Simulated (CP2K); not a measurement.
# MoS2 (P6_3/mmc) in CP2K: further runs, part 2 of 2

CP2K 2026.2. Earlier steps stand in the parts before.

## (3) Band structure, LDA

Contents of mos2_bands.inp:

```
&GLOBAL
  PROJECT mos2_bands
  RUN_TYPE ENERGY_FORCE
  PRINT_LEVEL LOW
&END GLOBAL
&FORCE_EVAL
  METHOD QS
  STRESS_TENSOR ANALYTICAL
  &DFT
    BASIS_SET_FILE_NAME BASIS_MOLOPT_UZH
    POTENTIAL_FILE_NAME GTH_POTENTIALS
    &MGRID
      CUTOFF 450
      REL_CUTOFF 60
      NGRIDS 4
    &END MGRID
    &QS
      METHOD GPW
      EPS_DEFAULT 1.0E-9
    &END QS
    &KPOINTS
      SCHEME MONKHORST-PACK 10 10 3
      GAMMA_CENTERED T
      SYMMETRY T
      SYMMETRY_BACKEND SPGLIB
    &END KPOINTS
    &SCF
      SCF_GUESS ATOMIC
      EPS_SCF 1.0E-6
      MAX_SCF 100
      ADDED_MOS 24
      CHOLESKY OFF
      EPS_EIGVAL 1.0E-7
      &DIAGONALIZATION ON
        ALGORITHM STANDARD
      &END DIAGONALIZATION
      &MIXING ON
        METHOD BROYDEN_MIXING
        ALPHA 0.4
        BETA 1.5
        NBUFFER 8
      &END MIXING
      &SMEAR ON
        METHOD FERMI_DIRAC
        ELECTRONIC_TEMPERATURE [K] 300.557
      &END SMEAR
    &END SCF
    &XC
      &XC_FUNCTIONAL
        &LDA_X
        &END LDA_X
        &LDA_C_PW
        &END LDA_C_PW
      &END XC_FUNCTIONAL
    &END XC
    &PRINT
      &KPOINTS ON
      &END KPOINTS
      &MULLIKEN ON
      &END MULLIKEN
      &MO ON
        ENERGIES T
        OCCUPATION_NUMBERS T
        &EACH
          QS_SCF 0
        &END EACH
        ADD_LAST NUMERIC
      &END MO
      &BAND_STRUCTURE
        FILE_NAME bands.bs
        ADDED_MOS 6
        &KPOINT_SET
          UNITS B_VECTOR
          NPOINTS 10
          SPECIAL_POINT GAMMA 0.00000000 0.00000000 0.00000000
          SPECIAL_POINT M 0.50000000 0.00000000 0.00000000
          SPECIAL_POINT K 0.33333333 0.33333333 0.00000000
          SPECIAL_POINT GAMMA 0.00000000 0.00000000 0.00000000
          SPECIAL_POINT A 0.00000000 0.00000000 0.50000000
          SPECIAL_POINT L 0.50000000 0.00000000 0.50000000
          SPECIAL_POINT H 0.33333333 0.33333333 0.50000000
          SPECIAL_POINT A 0.00000000 0.00000000 0.50000000
        &END KPOINT_SET
        &KPOINT_SET
          UNITS B_VECTOR
          NPOINTS 10
          SPECIAL_POINT L 0.50000000 0.00000000 0.50000000
          SPECIAL_POINT M 0.50000000 0.00000000 0.00000000
        &END KPOINT_SET
        &KPOINT_SET
          UNITS B_VECTOR
          NPOINTS 10
          SPECIAL_POINT K 0.33333333 0.33333333 0.00000000
          SPECIAL_POINT H 0.33333333 0.33333333 0.50000000
        &END KPOINT_SET
      &END BAND_STRUCTURE
    &END PRINT
  &END DFT
  &SUBSYS
    &CELL
      ABC 3.1690000000 3.1690000000 12.3240000000
      ALPHA_BETA_GAMMA 90.0000000000 90.0000000000 119.9999999999
      PERIODIC XYZ
    &END CELL
    &COORD
      SCALED
      Mo  0.6666666667 0.3333333333 0.7500000000
      Mo  0.3333333333 0.6666666667 0.2500000000
      S   0.6666666667 0.3333333333 0.3770000000
      S   0.3333333333 0.6666666667 0.8770000000
      S   0.6666666667 0.3333333333 0.1230000000
      S   0.3333333333 0.6666666667 0.6230000000
    &END COORD
    &KIND Mo
      BASIS_SET TZVP-MOLOPT-PBE-GTH-q14
      POTENTIAL GTH-PADE-q14
    &END KIND
    &KIND S
      BASIS_SET TZVP-MOLOPT-PBE-GTH-q6
      POTENTIAL GTH-PADE-q6
    &END KIND
    &PRINT
      &ATOMIC_COORDINATES ON
      &END ATOMIC_COORDINATES
      &CELL ON
      &END CELL
      &SYMMETRY ON
      &END SYMMETRY
    &END PRINT
  &END SUBSYS
  &PRINT
    &FORCES ON
    &END FORCES
    &STRESS_TENSOR ON
    &END STRESS_TENSOR
  &END PRINT
&END FORCE_EVAL
```

Potentials or basis: GTH_POTENTIALS Mo GTH-PADE-q14, S GTH-PADE-q6; TZVP-MOLOPT-PBE-GTH basis.

Run with:

```bash
$ OMP_NUM_THREADS=1 mpirun -n 4 cp2k.psmp -i mos2_bands.inp -o mos2_bands.out
```

mos2_bands.out:

```text

 CP2K| version string:                                       CP2K version 2026.2
 CP2K| Input file name                                            mos2_bands.inp

 GLOBAL| Force Environment number                                              1
 GLOBAL| Basis set file name                                    BASIS_MOLOPT_UZH
 GLOBAL| Potential file name                                      GTH_POTENTIALS
 GLOBAL| MM Potential file name                                     MM_POTENTIAL
 GLOBAL| Coordinate file name                                      __STD_INPUT__
 GLOBAL| Method name                                                        CP2K
 GLOBAL| Project name                                                 mos2_bands
 GLOBAL| Run type                                                   ENERGY_FORCE
 GLOBAL| FFT library                                                       FFTW3
 GLOBAL| Diagonalization library                                       ScaLAPACK
 GLOBAL| Cholesky decomposition library                                ScaLAPACK
 GLOBAL| DGEMM library                                                      BLAS
 GLOBAL| Direct generalized diagonalization requested                          F
 GLOBAL| Matrix multiplication library                                 ScaLAPACK
 GLOBAL| Global print level                                                  LOW
 GLOBAL| Total number of message passing processes                             4
 GLOBAL| Number of threads for this process                                    1
 GLOBAL| CPU model name                                                  UNKNOWN

 CELL| Volume [angstrom^3]:                                           107.183220
 CELL| Vector a [angstrom]:       3.169     0.000     0.000   |a| =     3.169000
 CELL| Vector b [angstrom]:      -1.584     2.744     0.000   |b| =     3.169000
 CELL| Vector c [angstrom]:       0.000     0.000    12.324   |c| =    12.324000
 CELL| Angle (b,c), alpha [degree]:                                    90.000000
 CELL| Angle (a,c), beta  [degree]:                                    90.000000
 CELL| Angle (a,b), gamma [degree]:                                   120.000000
 CELL| Numerically orthorhombic:                                              NO
 CELL| Periodicity                                                           XYZ

 CELL_REF| Volume [angstrom^3]:                                       107.183220
 CELL_REF| Vector a [angstrom     3.169     0.000     0.000   |a| =     3.169000
 CELL_REF| Vector b [angstrom    -1.584     2.744     0.000   |b| =     3.169000
 CELL_REF| Vector c [angstrom     0.000     0.000    12.324   |c| =    12.324000
 CELL_REF| Angle (b,c), alpha [degree]:                                90.000000
 CELL_REF| Angle (a,c), beta  [degree]:                                90.000000
 CELL_REF| Angle (a,b), gamma [degree]:                               120.000000
 CELL_REF| Numerically orthorhombic:                                          NO
 CELL_REF| Periodicity                                                       XYZ
[... 10 lines left out ...]

  Total number of            - Atomic kinds:                                   2
                             - Atoms:                                          6
                             - Shell sets:                                     6
                             - Shells:                                        50
                             - Primitive Cartesian functions:                 28
                             - Cartesian basis functions:                    154
                             - Spherical basis functions:                    138

  Maximum angular momentum of- Orbital basis functions:                        3
                             - Local part of the GTH pseudopotential:          2
                             - Non-local part of the GTH pseudopotential:      4

 MODULE QUICKSTEP: ATOMIC COORDINATES IN ANGSTROM

   Atom Kind Element         X             Y             Z       Z(eff)     Mass
      1    1 Mo   42      1.584500      0.914812      9.243000  14.0000  95.9600
      2    1 Mo   42     -0.000000      1.829623      3.081000  14.0000  95.9600
[... 105 lines left out ...]
    15 Broy./Diag. 0.40E+00    1.0     0.00000116      -177.6244666609 -2.26E-05
    16 Broy./Diag. 0.40E+00    1.0     0.00000024      -177.6244754642 -8.80E-06

  *** SCF run converged in    16 steps ***

  Electronic density on regular grids:        -52.0000000052       -0.0000000052
  Core density on regular grids:               51.9999999622       -0.0000000378
  Total charge density on r-space grids:       -0.0000000431
  Total charge density g-space grids:          -0.0000000431

  Overlap energy of the core charge distribution:               0.00000000000829
  Self energy of the core charge distribution:               -353.88369891633357
  Core Hamiltonian energy:                                     80.90512622613984
  Hartree energy:                                             119.99424078765645
  Exchange-correlation energy:                                -24.64014356163918
  Electronic entropic energy:                                  -0.00000000002952
  Fermi energy:                                                 0.33157653123192

  Total energy:                                              -177.62447546419770
  Total energy (extrapolated to T->0):                       -177.62447546418295

 MO| EIGENVALUES AND OCCUPATION NUMBERS FOR K POINT 1
 MO|
 MO|  Index      Eigenvalue [a.u.]        Eigenvalue [eV]             Occupation
 MO|      1              -1.915757             -52.130403               2.000000
 MO|      2              -1.915710             -52.129107               2.000000
 MO|      3              -0.986107             -26.833328               2.000000
 MO|      4              -0.986094             -26.832991               2.000000
 MO|      5              -0.980085             -26.669462               2.000000
 MO|      6              -0.980053             -26.668592               2.000000
[... 384 lines left out ...]
 MO|     49               0.860811              23.423865               0.000000
 MO|     50               0.896405              24.392432               0.000000
 MO| Sum:                                                              52.000000
 MO| E(Fermi):            0.331577 a.u.          9.022656 eV
 MO| Band gap:            0.112273 a.u.          3.055094 eV

 !-----------------------------------------------------------------------------!
                     Mulliken Population Analysis

 #  Atom  Element  Kind  Atomic population                           Net charge
       1     Mo       1         14.684434                             -0.684434
       2     Mo       1         14.684436                             -0.684436
       3     S        2          5.657781                              0.342219
       4     S        2          5.657783                              0.342217
       5     S        2          5.657782                              0.342218
       6     S        2          5.657784                              0.342216
 # Total charge                             52.000000                  0.000000

 !-----------------------------------------------------------------------------!

 KPOINTS| Band Structure Calculation
 KPOINTS| Number of k-point sets                                               3
 KPOINTS| Number of added MOs/bands                                            6
 KPOINTS| Number of k-points in set    1                                      71
 KPOINTS| In units of b-vector [2pi/Bohr]
 KPOINTS| Special point     1       GAMMA     0.000000     0.000000     0.000000
 KPOINTS| Special point     2           M     0.500000     0.000000     0.000000
 KPOINTS| Special point     3           K     0.333333     0.333333     0.000000
 KPOINTS| Special point     4       GAMMA     0.000000     0.000000     0.000000
 KPOINTS| Special point     5           A     0.000000     0.000000     0.500000
 KPOINTS| Special point     6           L     0.500000     0.000000     0.500000
 KPOINTS| Special point     7           H     0.333333     0.333333     0.500000
 KPOINTS| Special point     8           A     0.000000     0.000000     0.500000
 KPOINTS| Number of k-points in set    2                                      11
 KPOINTS| In units of b-vector [2pi/Bohr]
 KPOINTS| Special point     1           L     0.500000     0.000000     0.500000
 KPOINTS| Special point     2           M     0.500000     0.000000     0.000000
 KPOINTS| Number of k-points in set    3                                      11
 KPOINTS| In units of b-vector [2pi/Bohr]
 KPOINTS| Special point     1           K     0.333333     0.333333     0.000000
 KPOINTS| Special point     2           H     0.333333     0.333333     0.500000

 ENERGY| Total FORCE_EVAL ( QS ) energy [hartree]           -177.624478774300457

 FORCES| Atomic forces [hartree/bohr]
 FORCES|   Atom     x               y               z               |f|
 FORCES|      1 -8.05352239E-09 -8.86460081E-08 -5.93064398E-10   8.90130648E-08
 FORCES|      2  8.57162595E-09  8.15695965E-08  8.68889811E-10   8.20233309E-08
 FORCES|      3 -5.70241551E-10 -3.41864612E-08 -3.88206096E-03   3.88206096E-03
 FORCES|      4  3.10897825E-10  3.77236813E-08 -3.88208604E-03   3.88208604E-03
 FORCES|      5 -4.64451743E-10 -3.51581318E-08  3.88206024E-03   3.88206024E-03
 FORCES|      6  2.05811026E-10  3.86972602E-08  3.88208649E-03   3.88208649E-03
 FORCES| Sum     1.19119587E-13 -6.31776173E-14 -8.26025012E-13
 FORCES| Total atomic force                                       8.36957710E-13

 STRESS| Analytical stress tensor [bar]
 STRESS|                        x                   y                   z
 STRESS|      x       -5.32007147224E+04  -1.67870344836E-03   4.60850275626E-07
 STRESS|      y       -1.67870344836E-03  -5.31992301996E+04  -3.11159437457E-06
 STRESS|      z        4.60850275626E-07  -3.11159437457E-06  -2.92604201095E+04
 STRESS| 1/3 Trace                                            -4.52201216772E+04
 STRESS| Determinant                                          -8.28139256572E+13

 STRESS| Eigenvectors and eigenvalues of the analytical stress tensor [bar]
 STRESS|                        1                   2                   3
 STRESS| Eigenvalues  -5.32007147243E+04  -5.31992301977E+04  -2.92604201095E+04
 STRESS|      x           0.999999360644     -0.001130801214      0.000000000019
 STRESS|      y           0.001130801214      0.999999360644     -0.000000000130
 STRESS|      z          -0.000000000019      0.000000000130      1.000000000000
```

Wall time 21 s (4 MPI ranks of Arm Neoverse V2, shared host).

Results:

```
Free energy             : -4833.4079 eV
Pressure                : -4.5 GPa
Largest force           : 0.200 eV/Å
Band gap along the path : 0.83 eV, indirect (least direct gap 1.67 eV)
Mulliken charges        : Mo -0.68; S +0.34 e
```

Forces on the atoms (eV/Å):
```
Mo   0.000  0.000  0.000
Mo   0.000  0.000  0.000
S    0.000  0.000 -0.200
S    0.000  0.000 -0.200
S    0.000  0.000  0.200
S    0.000  0.000  0.200
```

Levels at the corners of the path, in eV from the valence-band top:
| point | band 22 | band 23 | band 24 | band 25 | band 26 | band 27 | band 28 | band 29 | band 30 | band 31 |
| --- | --- | --- | --- | --- | --- | --- | --- | --- | --- | --- |
| Γ | -2.17 | -2.17 | -1.21 | -1.19 | 0.00 | 2.10 | 2.10 | 2.12 | 2.12 | 2.25 |
| M | -2.50 | -1.76 | -1.56 | -1.46 | -1.32 | 1.60 | 1.65 | 1.99 | 2.26 | 2.79 |
| K | -3.86 | -2.72 | -2.72 | -0.80 | -0.63 | 1.04 | 1.04 | 1.78 | 2.83 | 2.83 |
| Γ | -2.17 | -2.17 | -1.21 | -1.19 | 0.00 | 2.10 | 2.10 | 2.12 | 2.12 | 2.25 |
| A | -2.19 | -2.19 | -2.19 | -0.27 | -0.27 | 2.10 | 2.10 | 2.10 | 2.10 | 2.35 |
| L | -2.65 | -1.66 | -1.66 | -1.38 | -1.38 | 1.63 | 1.63 | 2.14 | 2.14 | 3.18 |
| H | -3.48 | -2.89 | -2.89 | -0.73 | -0.73 | 1.04 | 1.04 | 2.27 | 2.27 | 2.87 |
| A | -2.19 | -2.19 | -2.19 | -0.27 | -0.27 | 2.10 | 2.10 | 2.10 | 2.10 | 2.35 |
| L | -2.65 | -1.66 | -1.66 | -1.38 | -1.38 | 1.63 | 1.63 | 2.14 | 2.14 | 3.18 |
| M | -2.50 | -1.76 | -1.56 | -1.46 | -1.32 | 1.60 | 1.65 | 1.99 | 2.26 | 2.79 |
| K | -3.86 | -2.72 | -2.72 | -0.80 | -0.63 | 1.04 | 1.04 | 1.78 | 2.83 | 2.83 |
| H | -3.48 | -2.89 | -2.89 | -0.73 | -0.73 | 1.04 | 1.04 | 2.27 | 2.27 | 2.87 |

Caveat: Mulliken charges move with the basis; the basis of atomic orbitals isn't converged, which shifts pressures, moduli and gaps.

## (4) Against experiment

Step 2. A measured gap of MoS2 is 1.3 eV (indirect; 300 K; “Multiwavelength excitation Raman Scattering Analysis of bulk and 2 dimensional MoS2: Vibrational properties of atomically thin MoS2 layers”, 2015, arxiv:1506.03228); the calculated 0.85 eV misses it by -0.45 eV. Spin-orbit coupling on Mo is left out. The value is that of PBEsol in an atomic basis (POTENTIAL_UZH Mo GTH-PBE-q14, S GTH-PBE-q6; TZVP-MOLOPT-PBE-GTH basis), whose error adds to the functional's,, without temperature or zero-point motion. Semilocal functionals fall short of measured gaps as a rule.

Step 3. Against the measured gap of MoS2, 1.3 eV (indirect; 300 K; “Multiwavelength excitation Raman Scattering Analysis of bulk and 2 dimensional MoS2: Vibrational properties of atomically thin MoS2 layers”, 2015, arxiv:1506.03228), the calculated 0.83 eV is off by -0.47 eV. Spin-orbit coupling on Mo is left out. The value is that of LDA in an atomic basis (GTH_POTENTIALS Mo GTH-PADE-q14, S GTH-PADE-q6; TZVP-MOLOPT-PBE-GTH basis), whose error adds to the functional's,, without temperature or zero-point motion. Semilocal functionals fall short of measured gaps as a rule.
